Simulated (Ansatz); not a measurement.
# GaN (P6_3mc): a single-point run

The task is a single-point run on GaN (P6_3mc). The structure is shown as the input types it.

The COD entry's cell or inner coordinates are ideal or old and differ from later refinements, so a difference from it is no clean test against experiment.

Program: Ansatz 0.2.0. Level of theory: DFT r2SCAN, scalar-relativistic, plane waves, PAW. These are calculated values, not measurements.

2 further runs of the same task are left out: 2 that didn't finish. Runs told in other sessions of the task aren't counted.

## (1) The starting structure

It takes space group P6_3mc (No. 186, hexagonal). The conventional cell has a = 3.183 Å, b = 3.183 Å, c = 5.185 Å, α = 90.00°, β = 90.00°, γ = 120.00°. Around Ga (site symmetry 3m) lie 4 N at 1.95 Å. N (site symmetry 3m) has 4 Ga at 1.95 Å in its first shell of neighbours.

Structure file:

```
CELL_PARAMETERS angstrom
3.18275 0.00000 0.00000
-1.59137 2.75634 0.00000
0.00000 0.00000 5.18456
ATOMIC_POSITIONS crystal
Ga 0.33333 0.66667 0.99910
Ga 0.66667 0.33333 0.49910
N 0.33333 0.66667 0.37590
N 0.66667 0.33333 0.87590
```

## (2) The calculation

Input file input.yaml:

```yaml
crystal:
  lattice:
    - [3.182748097216, 1.077349940196e-10, 0.0]
    - [-1.591374048701, 2.756340705982, 0.0]
    - [0.0, 0.0, 5.1845637132]
  atoms:
    - { symbol: Ga, position: [0.3333333333333, 0.6666666666667, -0.0009023823] }
    - { symbol: Ga, position: [0.6666666666667, 0.3333333333333, 0.4990976177] }
    - { symbol: "N", position: [0.3333333333333, 0.6666666666667, 0.3759023823] }
    - { symbol: "N", position: [0.6666666666667, 0.3333333333333, 0.8759023823] }
basis:
  ecutwfc: 500
  ecutrho_ratio: 4
kpoints:
  mp_grid: { grid: [8, 8, 4] }
hamiltonian:
  xc: r2scan
scf:
  occupations: { method: fixed }
  max_iter: 75
output:
  forces: true
  stress: true
```

Run with:

```console
$ ansatz run input.yaml --threads 4 --pin off --max-ram 7168MiB --backend cpu --events-out ev --progress --plain --runs-dir out
```

**Question.** How will this run end, and is anything wrong with its input?

The program finished normally. That alone doesn't make the input a sound one.

Fixed occupations are right only where a gap separates filled from empty bands at every k-point. This system has one (2.35 eV on the mesh), so they are sound here.

The occupations need no remedy; a run with other occupations serves as a check.
